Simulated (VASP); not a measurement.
Input and output of a VASP r²SCAN single-point calculation on LiF (strained rocksalt)

INCAR

```
METAGGA = R2SCAN
NBANDS = 12
EDIFF = 1E-7
ISMEAR = 0
IBRION = -1
LCHARG = .FALSE.
ENCUT = 520
LASPH = .TRUE.
SIGMA = 0.01
NSW = 0
NELM = 120
LREAL = .FALSE.
PREC = Accurate
ISIF = 2
LWAVE = .FALSE.
ALGO = Normal
```

KPOINTS

```
KPOINTS created by Atomic Simulation Environment
0
Gamma
10 10 10
0 0 0
```

KPOINTS_OPT

```
special points
6
Reciprocal
0.0000000000 0.0000000000 0.0000000000 1
0.5000000000 0.0000000000 0.5000000000 1
0.6250000000 0.2500000000 0.6250000000 1
0.3750000000 0.3750000000 0.7500000000 1
0.5000000000 0.5000000000 0.5000000000 1
0.5000000000 0.2500000000 0.7500000000 1
```

POSCAR

```
Li F
 1.0000000000000000
    -0.0741529270000000    2.0005136800000001    2.0005136800000001
     2.0005136800000001   -0.0741529270000000    2.0005136800000001
     2.0005136800000001    2.0005136800000001   -0.0741529270000000
 Li  F
   1   1
Cartesian
  0.0000000000000000  0.0000000000000000  0.0000000000000000
  1.9634372164999998  1.9634372164999996  1.9634372164999996
```

VASP ran with the recommended PBE PAW datasets (10 valence electrons in the cell).

Command

```
mpirun -np 1 vasp_std
```

OSZICAR

```
N       E                     dE             d eps       ncg     rms          rms(c)
DAV:   1     0.290269582923E+02    0.29027E+02   -0.55485E+03  2920   0.866E+02
DAV:   2    -0.137595710736E+02   -0.42787E+02   -0.41893E+02  3368   0.194E+02
DAV:   3    -0.149416904194E+02   -0.11821E+01   -0.11793E+01  3744   0.282E+01
DAV:   4    -0.149535792098E+02   -0.11889E-01   -0.11888E-01  3188   0.307E+00
DAV:   5    -0.149537322456E+02   -0.15304E-03   -0.15304E-03  3816   0.256E-01    0.390E+00
DAV:   6    -0.118702098420E+02    0.30835E+01   -0.71420E-01  2844   0.604E+00    0.150E+00
DAV:   7    -0.118731054760E+02   -0.28956E-02   -0.45526E-01  3372   0.468E+00    0.120E+00
DAV:   8    -0.120011071813E+02   -0.12800E+00   -0.99317E-01  3036   0.676E+00    0.254E+00
DAV:   9    -0.118742897553E+02    0.12682E+00   -0.65272E-01  2956   0.515E+00    0.937E-02
DAV:  10    -0.118735875425E+02    0.70221E-03   -0.53370E-03  3276   0.757E-01    0.106E-01
DAV:  11    -0.118735848353E+02    0.27073E-05   -0.83343E-05  3200   0.934E-02    0.688E-02
DAV:  12    -0.118735164459E+02    0.68389E-04   -0.53295E-04  3188   0.151E-01    0.419E-03
DAV:  13    -0.118735169213E+02   -0.47539E-06   -0.43862E-06  3424   0.202E-02    0.173E-03
DAV:  14    -0.118735175225E+02   -0.60128E-06   -0.11195E-07  3532   0.305E-03    0.767E-04
DAV:  15    -0.118735172113E+02    0.31126E-06   -0.66431E-08  1716   0.191E-03    0.940E-05
DAV:  16    -0.118735171215E+02    0.89733E-07   -0.17817E-09  1532   0.393E-04
   1 F= -.11873517E+02 E0= -.11873517E+02  d E =0.000000E+00
       N       E                     dE             ncg
DAV:   1     0.219914040050E+03   -0.32491E+04      152
DAV:   2    -0.207720956701E+02   -0.24069E+03      160
DAV:   3    -0.256858166030E+02   -0.49137E+01      200
DAV:   4    -0.257508369800E+02   -0.65020E-01      172
DAV:   5    -0.257511423277E+02   -0.30535E-03      204
DAV:   6    -0.257511463864E+02   -0.40587E-05      184
DAV:   7    -0.257511464543E+02   -0.67832E-07      192
```

From OUTCAR

```
k-points           NKPTS =    116   k-points in BZ     NKDIM =    116   number of bands    NBANDS=     12

   NELECT =      10.0000    total number of electrons

   dimension x,y,z NGX =    24 NGY =   24 NGZ =   24
   dimension x,y,z NGXF=    48 NGYF=   48 NGZF=   48

  energy-cutoff  :      520.00
  volume of cell :       16.90
      direct lattice vectors                 reciprocal lattice vectors
    -0.074152927  2.000513680  2.000513680    -0.236451618  0.245553537  0.245553537
     2.000513680 -0.074152927  2.000513680     0.245553537 -0.236451618  0.245553537
     2.000513680  2.000513680 -0.074152927     0.245553537  0.245553537 -0.236451618

 k-points in reciprocal lattice and weights: KPOINTS created by Atomic Simulation Env
   0.00000000  0.00000000  0.00000000       0.001
   0.10000000  0.00000000 -0.00000000       0.006
   0.20000000  0.00000000 -0.00000000       0.006
   0.30000000  0.00000000 -0.00000000       0.006
   0.40000000  0.00000000  0.00000000       0.006
   0.50000000 -0.00000000 -0.00000000       0.003
   0.10000000  0.10000000  0.00000000       0.006
   0.20000000  0.10000000  0.00000000       0.012
   ...

 E-fermi :  -1.4358

 k-point     1 :       0.0000    0.0000    0.0000
  band No.  band energies     occupation
      1     -43.9901      2.00000
      2     -22.8367      2.00000
      3      -1.9136      2.00000
      4      -1.9136      2.00000
      5      -1.6487      2.00000
      6       8.1032      0.00000
      7      22.7126      0.00000
      8      22.7126      0.00000
      9      23.5265      0.00000
     10      23.5265      0.00000
     11      23.9138      0.00000
     12      24.6203      0.00000

 k-point     2 :       0.1000    0.0000   -0.0000
  band No.  band energies     occupation
      1     -43.9856      2.00000
      2     -22.8034      2.00000
      3      -2.1584      2.00000
      4      -1.9299      2.00000
      5      -1.6938      2.00000
      6       8.3843      0.00000
      7      20.1334      0.00000
      8      21.8924      0.00000
      9      22.7350      0.00000
     10      24.0745      0.00000
     11      25.0193      0.00000
     12      25.4701      0.00000

 k-point     3 :       0.2000    0.0000   -0.0000
  band No.  band energies     occupation
      1     -43.9737      2.00000
      2     -22.7147      2.00000
      3      -2.7899      2.00000
      4      -1.9716      2.00000
      5      -1.7672      2.00000
      6       9.0267      0.00000
      7      17.7296      0.00000
      8      20.5324      0.00000
      9      21.2546      0.00000
     10      25.1881      0.00000
     11      25.9251      0.00000
     12      26.8572      0.00000

 k-point     4 :       0.3000    0.0000   -0.0000
  band No.  band energies     occupation
      1     -43.9592      2.00000
      2     -22.6015      2.00000
      3      -3.5046      2.00000
      4      -2.0213      2.00000
      5      -1.8448      2.00000
      6       9.5980      0.00000
      7      16.2833      0.00000
      8      19.3236      0.00000
      9      20.0081      0.00000
     10      26.7634      0.00000
     11      27.2491      0.00000
     12      28.4816      0.00000

 k-point     5 :       0.4000    0.0000    0.0000
  band No.  band energies     occupation
      1     -43.9475      2.00000
      2     -22.5066      2.00000
      3      -4.0399      2.00000
      4      -2.0602      2.00000
      5      -1.9045      2.00000
      6       9.8302      0.00000
      7      15.7511      0.00000
      8      18.5305      0.00000
      9      19.2063      0.00000
     10      28.4830      0.00000
     11      28.8093      0.00000
     12      30.1291      0.00000

 k-point     6 :       0.5000   -0.0000   -0.0000
  band No.  band energies     occupation
      1     -43.9429      2.00000
      2     -22.4693      2.00000
      3      -4.2364      2.00000
      4      -2.0747      2.00000
      5      -1.9268      2.00000
      6       9.8549      0.00000
      7      15.6754      0.00000
      8      18.2570      0.00000
      9      18.9317      0.00000
     10      29.3848      0.00000
     11      29.9148      0.00000
     12      30.9693      0.00000

 k-point     7 :       0.1000    0.1000    0.0000
  band No.  band energies     occupation
      1     -43.9838      2.00000
      2     -22.7882      2.00000
      3      -2.1057      2.00000
      4      -2.0158      2.00000
      5      -1.7881      2.00000
      6       8.5032      0.00000
      7      20.8083      0.00000
      8      21.1022      0.00000
      9      22.0101      0.00000
     10      22.5710      0.00000
     11      26.0538      0.00000
     12      26.5690      0.00000

 k-point     8 :       0.2000    0.1000    0.0000
  band No.  band energies     occupation
      1     -43.9743      2.00000
      2     -22.7130      2.00000
      3      -2.6177      2.00000
      4      -2.0472      2.00000
      5      -1.8820      2.00000
      6       9.0842      0.00000
      7      18.3538      0.00000
      8      20.7203      0.00000
      9      21.2400      0.00000
     10      22.3049      0.00000
     11      27.1629      0.00000
     12      28.2916      0.00000

 k-point     9 :       0.3000    0.1000   -0.0000
  band No.  band energies     occupation
      1     -43.9607      2.00000
      2     -22.6035      2.00000
      3      -3.3159      2.00000
      4      -2.1114      2.00000
      5      -1.9612      2.00000
      6       9.7627      0.00000
      7      16.5496      0.00000
      8      19.5485      0.00000
      9      20.2101      0.00000
     10      23.7251      0.00000
     11      28.3722      0.00000
     12      29.5723      0.00000

 k-point    10 :       0.4000    0.1000    0.0000
  band No.  band energies     occupation
      1     -43.9482      2.00000
      2     -22.5002      2.00000
      3      -3.8979      2.00000
      4      -2.1960      2.00000
      5      -2.0191      2.00000
      6      10.1730      0.00000
      7      15.6827      0.00000
      8      18.7107      0.00000
      9      19.4086      0.00000
     10      25.4953      0.00000
     11      29.7641      0.00000
     12      30.7318      0.00000

 k-point    11 :       0.5000    0.1000   -0.0000
  band No.  band energies     occupation
      1     -43.9415      2.00000
      2     -22.4449      2.00000
      3      -4.1845      2.00000
      4      -2.2819      2.00000
      5      -2.0189      2.00000
      6      10.2763      0.00000
      7      15.4430      0.00000
      8      18.3562      0.00000
      9      19.0009      0.00000
     10      27.3052      0.00000
     11      30.2864      0.00000
     12      31.0677      0.00000

 k-point    12 :      -0.4000    0.1000   -0.0000
  band No.  band energies     occupation
      1     -43.9433      2.00000
      2     -22.4616      2.00000
      3      -4.0979      2.00000
      4      -2.3318      2.00000
      5      -1.9616      2.00000
      6      10.2617      0.00000
      7      15.4146      0.00000
      8      18.4684      0.00000
      9      19.0706      0.00000
     10      28.2830      0.00000
     11      29.6047      0.00000
     12      30.0456      0.00000

 k-point    13 :      -0.3000    0.1000   -0.0000
  band No.  band energies     occupation
      1     -43.9528      2.00000
      2     -22.5433      2.00000
      3      -3.6676      2.00000
      4      -2.3164      2.00000
      5      -1.8725      2.00000
      6      10.0634      0.00000
      7      15.7253      0.00000
      8      18.9845      0.00000
      9      19.6127      0.00000
     10      27.1397      0.00000
     11      28.1382      0.00000
     12      29.5176      0.00000

 k-point    14 :      -0.2000    0.1000   -0.0000
  band No.  band energies     occupation
      1     -43.9664      2.00000
      2     -22.6551      2.00000
      3      -3.0331      2.00000
      4      -2.2284      2.00000
      5      -1.7830      2.00000
      6       9.5121      0.00000
      7      16.8049      0.00000
      8      19.7418      0.00000
      9      20.6171      0.00000
     10      25.6804      0.00000
     11      26.6297      0.00000
     12      28.5197      0.00000

 k-point    15 :      -0.1000    0.1000    0.0000
  band No.  band energies     occupation
      1     -43.9789      2.00000
      2     -22.7536      2.00000
      3      -2.4491      2.00000
      4      -2.0716      2.00000
      5      -1.7176      2.00000
      6       8.8114      0.00000
      7      18.6162      0.00000
      8      20.6001      0.00000
      9      21.9349      0.00000
     10      24.5919      0.00000
     11      25.6642      0.00000
     12      27.1900      0.00000

 ...

  Total       -0.5474847     -0.5474847     -0.5474847      0.2222195      0.2222195      0.2222195
  in kB      -51.8966001    -51.8966001    -51.8966001     21.0644020     21.0644020     21.0644020
  external PRESSURE =     -51.8966001 kB  Pullay stress =       0.0000000 kB

 POSITION                                       TOTAL-FORCE (eV/Angst)
 -----------------------------------------------------------------------------------
      0.00000      0.00000      0.00000         0.000000     -0.000000      0.000000
      1.96344      1.96344      1.96344        -0.000000      0.000000     -0.000000
 -----------------------------------------------------------------------------------
    total drift:                               -0.000000     -0.000000      0.000000

  FREE ENERGIE OF THE ION-ELECTRON SYSTEM (eV)
  ---------------------------------------------------
  free  energy   TOTEN  =       -11.8735171215 eV

  energy  without entropy=      -11.8735171215  energy(sigma->0) =      -11.87351712
```

```yaml
gap_between_bands_v_and_c: 9.75 eV
least_direct_gap: 9.75 eV
pressure: -5.2 GPa
```

Band v is the last that the valence electrons fill when counted band by band, and c is the next.

The run took about 61 s on one core of a shared host (Intel Xeon Platinum 8488C) and held 0.16 GiB at most.
